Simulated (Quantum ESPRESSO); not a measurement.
# HgTe (Coloradoite) (F-43m) in Quantum ESPRESSO: reference runs

Aim: a first look at HgTe (Coloradoite) with PBE, on the cell as given and on a disturbed one, and energy against volume gives the equilibrium volume and stiffness.

Program: Quantum ESPRESSO 7.5. These are calculated values, not measurements. Logs are shortened: lines on timing, memory, paths and dates and some standing lists are left out, and cuts for length are marked.

**1. The structure**

The structure is cubic, space group F-43m (No. 216). The conventional cell has a = 6.429 Å, b = 6.429 Å, c = 6.429 Å, α = 90.00°, β = 90.00°, γ = 90.00°. Hg (site symmetry -43m) has 4 Te at 2.78 Å as nearest neighbours. Around Te (site symmetry -43m) lie 4 Hg at 2.78 Å.

**2. Single point, PBE**

pw.in reads:

```
&CONTROL
  calculation = 'scf'
  prefix = 'pwscf'
  outdir = './tmp'
  pseudo_dir = './pseudo'
  tprnfor = .true.
  tstress = .true.
  disk_io = 'low'
/
&SYSTEM
  ibrav = 0
  nat = 2
  ntyp = 2
  ecutwfc = 60
  ecutrho = 440
  nbnd = 20
  occupations = 'smearing'
  smearing = 'fd'
  degauss = 0.00367493
/
&ELECTRONS
  conv_thr = 4d-10
  electron_maxstep = 120
  mixing_beta = 0.5
/
ATOMIC_SPECIES
Hg   200.5920 Hg_ONCV_PBE-1.0.oncvpsp.upf
Te   127.6000 Te_pbe_v1.uspp.F.UPF
CELL_PARAMETERS angstrom
   0.0000000000    3.2145000000    3.2145000000
   3.2145000000    0.0000000000    3.2145000000
   3.2145000000    3.2145000000    0.0000000000
ATOMIC_POSITIONS crystal
Hg     0.0000000000    0.0000000000    0.0000000000
Te     0.7500000000    0.7500000000    0.7500000000
K_POINTS automatic
7 7 7 0 0 0
```

pp_density.in reads:

```
&INPUTPP
  prefix = 'pwscf'
  outdir = './tmp'
  filplot = 'density.dat'
  plot_num = 0
/
&PLOT
  nfile = 1
  filepp(1) = 'density.dat'
  iflag = 3
  output_format = 6
  fileout = 'density.cube'
/
```

pp_potential.in reads:

```
&INPUTPP
  prefix = 'pwscf'
  outdir = './tmp'
  filplot = 'potential.dat'
  plot_num = 11
/
&PLOT
  nfile = 1
  filepp(1) = 'potential.dat'
  iflag = 3
  output_format = 6
  fileout = 'potential.cube'
/
```

Potentials or basis: SSSP 1.3 efficiency PBE.

Launch:

```console
$ OMP_NUM_THREADS=1 pw.x -in pw.in > pw.out
$ OMP_NUM_THREADS=1 pp.x -in pp_density.in > pp_density.out
$ OMP_NUM_THREADS=1 pp.x -in pp_potential.in > pp_potential.out
```

pw.out:

```text
This program is part of the open-source Quantum ESPRESSO suite
     for quantum simulation of materials; please cite
[... 9 lines left out ...]
     --------------------
     sticks:   dense  smooth     PW     G-vecs:    dense   smooth      PW
     Sum        2233    1225    361                70049    27989    4477

     Using Slab Decomposition

     bravais-lattice index     =            0
     lattice parameter (alat)  =       8.5907  a.u.
     unit-cell volume          =     448.2981 (a.u.)^3
     number of atoms/cell      =            2
     number of atomic types    =            2
     number of electrons       =        26.00
     number of Kohn-Sham states=           20
     kinetic-energy cutoff     =      60.0000  Ry
     charge density cutoff     =     440.0000  Ry
     scf convergence threshold =      4.0E-10
     mixing beta               =       0.5000
     number of iterations used =            8  plain     mixing
     Exchange-correlation= SLA  PW   PBE  PBE
                           (   1   4   3   4   0   0   0)

     celldm(1)=   8.590675  celldm(2)=   0.000000  celldm(3)=   0.000000
     celldm(4)=   0.000000  celldm(5)=   0.000000  celldm(6)=   0.000000

     crystal axes: (cart. coord. in units of alat)
               a(1) = (   0.000000   0.707107   0.707107 )
               a(2) = (   0.707107   0.000000   0.707107 )
               a(3) = (   0.707107   0.707107   0.000000 )

     reciprocal axes: (cart. coord. in units 2 pi/alat)
               b(1) = ( -0.707107  0.707107  0.707107 )
               b(2) = (  0.707107 -0.707107  0.707107 )
               b(3) = (  0.707107  0.707107 -0.707107 )

     PseudoPot. # 1 for Hg read from file:
     Hg_ONCV_PBE-1.0.oncvpsp.upf
     Pseudo is Norm-conserving, Zval = 20.0
     Generated using ONCVPSP code by D. R. Hamann
     Using radial grid of 1262 points,  8 beta functions with:
                l(1) =   0
                l(2) =   0
                l(3) =   1
                l(4) =   1
                l(5) =   2
                l(6) =   2
                l(7) =   3
                l(8) =   3

     PseudoPot. # 2 for Te read from file:
     Te_pbe_v1.uspp.F.UPF
     Pseudo is Ultrasoft + core correction, Zval =  6.0
     Generated by new atomic code, or converted to UPF format
     Using radial grid of  891 points,  5 beta functions with:
                l(1) =   0
                l(2) =   0
                l(3) =   1
                l(4) =   1
                l(5) =   2
     Q(r) pseudized with  6 coefficients,  rinner =    1.800   1.800   1.800
                                                       1.800   1.800

     atomic species   valence    mass     pseudopotential
     Hg               20.00   200.59200     Hg( 1.00)
     Te                6.00   127.60000     Te( 1.00)

     24 Sym. Ops. (no inversion) found

   Cartesian axes

     site n.     atom                  positions (alat units)
         1        Hg     tau(   1) = (   0.0000000   0.0000000   0.0000000  )
         2        Te     tau(   2) = (   1.0606602   1.0606602   1.0606602  )

     number of k points=    20  Fermi-Dirac smearing, width (Ry)=  0.0037
                       cart. coord. in units 2pi/alat
        k(    1) = (   0.0000000   0.0000000   0.0000000), wk =   0.0058309
        k(    2) = (   0.1010153   0.1010153  -0.1010153), wk =   0.0466472
        k(    3) = (   0.2020305   0.2020305  -0.2020305), wk =   0.0466472
        k(    4) = (   0.3030458   0.3030458  -0.3030458), wk =   0.0466472
        k(    5) = (   0.2020305  -0.0000000   0.0000000), wk =   0.0349854
        k(    6) = (   0.3030458   0.1010153  -0.1010153), wk =   0.1399417
        k(    7) = (   0.4040610   0.2020305  -0.2020305), wk =   0.1399417
        k(    8) = (  -0.2020305  -0.4040610   0.4040610), wk =   0.1399417
        k(    9) = (  -0.1010153  -0.3030458   0.3030458), wk =   0.1399417
        k(   10) = (  -0.0000000  -0.2020305   0.2020305), wk =   0.0699708
        k(   11) = (   0.4040610  -0.0000000   0.0000000), wk =   0.0349854
        k(   12) = (   0.5050763   0.1010153  -0.1010153), wk =   0.1399417
        k(   13) = (  -0.1010153  -0.5050763   0.5050763), wk =   0.1399417
        k(   14) = (   0.0000000  -0.4040610   0.4040610), wk =   0.0699708
        k(   15) = (   0.6060915  -0.0000000   0.0000000), wk =   0.0349854
        k(   16) = (  -0.0000000  -0.6060915   0.6060915), wk =   0.0699708
        k(   17) = (   0.4040610   0.2020305   0.0000000), wk =   0.1399417
        k(   18) = (  -0.2020305  -0.4040610   0.6060915), wk =   0.2798834
        k(   19) = (  -0.1010153  -0.5050763   0.7071068), wk =   0.1399417
        k(   20) = (   0.0000000  -0.4040610   0.6060915), wk =   0.1399417

     Dense  grid:    70049 G-vectors     FFT dimensions: (  60,  60,  60)

     Smooth grid:    27989 G-vectors     FFT dimensions: (  45,  45,  45)

     Initial potential from superposition of free atoms

     starting charge      25.9997, renormalised to      26.0000
     Starting wfcs are   14 randomized atomic wfcs +    6 random wfcs

     Self-consistent Calculation

     iteration #  1     ecut=    60.00 Ry     beta= 0.50
     Davidson diagonalization with overlap
     ethr =  1.00E-02,  avg # of iterations =  7.1

     Threshold (ethr) on eigenvalues was too large:
     Diagonalizing with lowered threshold

     Davidson diagonalization with overlap
     ethr =  1.98E-04,  avg # of iterations =  5.0

     total energy              =    -336.64087104 Ry
     estimated scf accuracy    <       0.05070314 Ry

     iteration #  2     ecut=    60.00 Ry     beta= 0.50
     Davidson diagonalization with overlap
     ethr =  1.95E-04,  avg # of iterations =  2.0

     total energy              =    -336.65521663 Ry
     estimated scf accuracy    <       0.00669537 Ry

     iteration #  3     ecut=    60.00 Ry     beta= 0.50
     Davidson diagonalization with overlap
     ethr =  2.58E-05,  avg # of iterations =  2.5

     total energy              =    -336.65629094 Ry
     estimated scf accuracy    <       0.00066654 Ry

     iteration #  4     ecut=    60.00 Ry     beta= 0.50
     Davidson diagonalization with overlap
     ethr =  2.56E-06,  avg # of iterations =  5.3

     total energy              =    -336.65634273 Ry
     estimated scf accuracy    <       0.00002746 Ry

     iteration #  5     ecut=    60.00 Ry     beta= 0.50
     Davidson diagonalization with overlap
     ethr =  1.06E-07,  avg # of iterations =  2.4

     total energy              =    -336.65635237 Ry
     estimated scf accuracy    <       0.00000152 Ry

     iteration #  6     ecut=    60.00 Ry     beta= 0.50
     Davidson diagonalization with overlap
     ethr =  5.85E-09,  avg # of iterations =  3.6

     total energy              =    -336.65635317 Ry
     estimated scf accuracy    <       0.00000042 Ry

     iteration #  7     ecut=    60.00 Ry     beta= 0.50
     Davidson diagonalization with overlap
     ethr =  1.60E-09,  avg # of iterations =  2.3

     total energy              =    -336.65635333 Ry
     estimated scf accuracy    <       0.00000042 Ry

     iteration #  8     ecut=    60.00 Ry     beta= 0.50
     Davidson diagonalization with overlap
     ethr =  1.60E-09,  avg # of iterations =  2.0

     total energy              =    -336.65635344 Ry
     estimated scf accuracy    <          1.2E-09 Ry

     iteration #  9     ecut=    60.00 Ry     beta= 0.50
     Davidson diagonalization with overlap
     ethr =  4.63E-12,  avg # of iterations =  4.7

     End of self-consistent calculation

          k = 0.0000 0.0000 0.0000 (  3527 PWs)   bands (ev):

  -107.5481 -55.8808 -55.8808 -55.8808  -4.4942   0.1827   0.1827   0.1827
     0.7315   0.7315   6.9442   7.6104   7.6104   7.6104  11.7814  11.7814
    11.7814  14.2818  17.2589  17.2590

          k = 0.1010 0.1010-0.1010 (  3539 PWs)   bands (ev):

  -107.5481 -55.8808 -55.8808 -55.8808  -4.3913   0.2114   0.2114   0.2222
     0.7298   0.7298   5.5511   7.3804   7.3804   8.3708  11.7788  12.0884
    12.0884  15.3977  16.3464  16.3465

          k = 0.2020 0.2020-0.2020 (  3524 PWs)   bands (ev):

  -107.5481 -55.8809 -55.8808 -55.8808  -4.1459   0.2693   0.2693   0.4135
     0.7367   0.7367   3.7784   6.9410   6.9410   8.4655  12.5227  12.5227
    12.9118  15.4741  16.2942  16.2942

          k = 0.3030 0.3030-0.3030 (  3510 PWs)   bands (ev):

  -107.5481 -55.8810 -55.8808 -55.8808  -3.9337   0.3060   0.3060   0.7567
     0.7567   0.8781   2.3312   6.6355   6.6355   8.3305  12.6093  12.6093
    14.3870  15.4019  17.3956  17.3956

          k = 0.2020-0.0000 0.0000 (  3551 PWs)   bands (ev):

  -107.5481 -55.8808 -55.8808 -55.8808  -4.3566   0.1972   0.2399   0.2399
     0.7113   0.7465   5.4770   7.0152   7.0152   8.9796  10.9798  12.5871
    12.5871  15.1490  15.9106  17.3472

          k = 0.3030 0.1010-0.1010 (  3543 PWs)   bands (ev):

  -107.5481 -55.8809 -55.8808 -55.8808  -4.1571   0.2522   0.3040   0.3497
     0.7107   0.7600   4.1879   6.4831   6.5446   9.3739  11.1839  13.0346
    13.2068  15.1491  16.8978  17.1509

          k = 0.4041 0.2020-0.2020 (  3521 PWs)   bands (ev):

  -107.5481 -55.8810 -55.8808 -55.8808  -3.9294   0.3094   0.3481   0.6217
     0.7698   0.8247   2.7553   5.9241   6.2958   9.3159  11.9486  13.2763
    13.5592  16.1595  17.0293  17.8519

          k =-0.2020-0.4041 0.4041 (  3519 PWs)   bands (ev):

  -107.5481 -55.8810 -55.8808 -55.8808  -3.8560   0.3286   0.3484   0.7272
     0.7527   1.0654   2.1447   5.6156   6.4030   9.2518  12.1857  13.0473
    14.4869  16.1825  17.1951  17.3390

          k =-0.1010-0.3030 0.3030 (  3506 PWs)   bands (ev):

  -107.5481 -55.8809 -55.8808 -55.8808  -4.0008   0.3077   0.3164   0.5563
     0.7197   0.7833   3.2027   5.7229   6.8126   9.2768  12.3813  12.7500
    13.1779  15.8267  16.5703  17.9348

          k =-0.0000-0.2020 0.2020 (  3531 PWs)   bands (ev):

  -107.5481 -55.8809 -55.8808 -55.8808  -4.2397   0.2445   0.2637   0.3020
     0.7133   0.7494   4.5902   6.3850   7.2723   9.0416  11.7642  12.2679
    12.7916  15.5618  16.3927  16.6028

          k = 0.4041-0.0000 0.0000 (  3527 PWs)   bands (ev):

  -107.5481 -55.8809 -55.8808 -55.8808  -4.0258   0.2793   0.3840   0.3840
     0.7175   0.7803   3.8073   6.0189   6.0189   9.5894  10.4988  14.2771
    14.2771  14.4405  17.5863  18.6644

          k = 0.5051 0.1010-0.1010 (  3501 PWs)   bands (ev):

  -107.5481 -55.8810 -55.8808 -55.8808  -3.8432   0.3439   0.4443   0.5007
     0.7894   0.8733   2.8745   5.3782   5.7322   9.7467  10.8289  13.8703
    14.7050  16.2700  18.0527  19.0924

          k =-0.1010-0.5051 0.5051 (  3525 PWs)   bands (ev):

  -107.5481 -55.8810 -55.8809 -55.8808  -3.7508   0.3665   0.4457   0.6379
     0.7655   1.2003   2.1647   4.7610   5.8447   9.8492  11.8572  14.1134
    14.3045  15.8580  17.3989  18.9861

          k = 0.0000-0.4041 0.4041 (  3535 PWs)   bands (ev):

  -107.5481 -55.8810 -55.8809 -55.8808  -3.8237   0.3568   0.3883   0.6956
     0.7277   0.9606   2.5647   4.7568   6.2987   9.8758  12.2829  13.5808
    13.7260  16.1303  16.1876  18.9237

          k = 0.6061-0.0000 0.0000 (  3503 PWs)   bands (ev):

  -107.5481 -55.8810 -55.8808 -55.8808  -3.7369   0.3534   0.5199   0.5199
     0.8077   1.0376   2.4060   5.3659   5.3659   9.4772  10.1371  15.5569
    16.1602  16.1602  17.8392  19.7971

          k =-0.0000-0.6061 0.6061 (  3506 PWs)   bands (ev):

  -107.5481 -55.8810 -55.8809 -55.8808  -3.6955   0.3770   0.5210   0.5562
     0.7958   1.2737   2.0556   4.9323   5.4115   9.6935  10.6363  15.1331
    15.7376  16.3420  17.9767  19.2880

          k = 0.4041 0.2020 0.0000 (  3507 PWs)   bands (ev):

  -107.5481 -55.8809 -55.8808 -55.8808  -3.9638   0.3176   0.3630   0.4909
     0.7433   0.7906   3.3341   5.4647   6.3126   9.8974  11.3599  12.7793
    14.1591  15.5249  18.0256  18.2918

          k =-0.2020-0.4041 0.6061 (  3522 PWs)   bands (ev):

  -107.5481 -55.8810 -55.8809 -55.8808  -3.8011   0.3652   0.3976   0.6576
     0.7526   1.0485   2.3848   4.9845   5.9343  10.0878  11.9817  12.8937
    14.7484  15.7507  17.6434  18.4056

          k =-0.1010-0.5051 0.7071 (  3497 PWs)   bands (ev):

  -107.5481 -55.8810 -55.8809 -55.8808  -3.7290   0.3925   0.4668   0.5792
     0.7770   1.1566   2.2771   5.0045   5.3145  10.1674  11.0242  13.7243
    15.3262  16.4832  18.4663  18.8637

          k = 0.0000-0.4041 0.6061 (  3505 PWs)   bands (ev):

  -107.5481 -55.8810 -55.8809 -55.8808  -3.7108   0.4015   0.4571   0.6640
     0.7273   1.3185   2.0623   4.6659   5.3996  10.4437  12.0218  13.3023
    14.2062  16.4178  17.8136  19.6470

     the Fermi energy is     7.6510 ev

!    total energy              =    -336.65635345 Ry
     estimated scf accuracy    <          1.2E-10 Ry
     smearing contrib. (-TS)   =      -0.00005059 Ry
     internal energy E=F+TS    =    -336.65630286 Ry

     The total energy is F=E-TS. E is the sum of the following terms:
     one-electron contribution =    -231.48670516 Ry
     hartree contribution      =     117.17233051 Ry
     xc contribution           =     -41.96036492 Ry
     ewald contribution        =    -180.38156329 Ry

     convergence has been achieved in   9 iterations

     Forces acting on atoms (cartesian axes, Ry/au):

     atom    1 type  1   force =     0.00000000    0.00000000   -0.00000000
     atom    2 type  2   force =    -0.00000000   -0.00000000    0.00000000

     Total force =     0.000000     Total SCF correction =     0.000000

     Computing stress (Cartesian axis) and pressure

          total   stress  (Ry/bohr**3)                   (kbar)     P=       47.07
   0.00031997   0.00000000   0.00000000           47.07        0.00        0.00
   0.00000000   0.00031997   0.00000000            0.00       47.07        0.00
   0.00000000   0.00000000   0.00031997            0.00        0.00       47.07

=------------------------------------------------------------------------------=
   JOB DONE.
=------------------------------------------------------------------------------=
```

It took 38 s on 1 thread of Arm Neoverse V1, shared host; peak memory 0.26 GiB.

What came out:

```yaml
Free_energy: -4580.4430 eV
Pressure: 4.7 GPa
Band_gap_on_the_k_mesh: none (metal or under the smearing width)
```

Levels at points of the mesh, in eV from the Fermi level:
```csv
k point,band 9,band 10,band 11,band 12,band 13,band 14,band 15,band 16,band 17,band 18
"(0.00, 0.00, 0.00)",-6.92,-6.92,-0.71,-0.04,-0.04,-0.04,4.13,4.13,4.13,6.63
```

Spin-orbit coupling is left out, which matters for the levels of Hg, Te.

(Continued in part 2 of 3.)
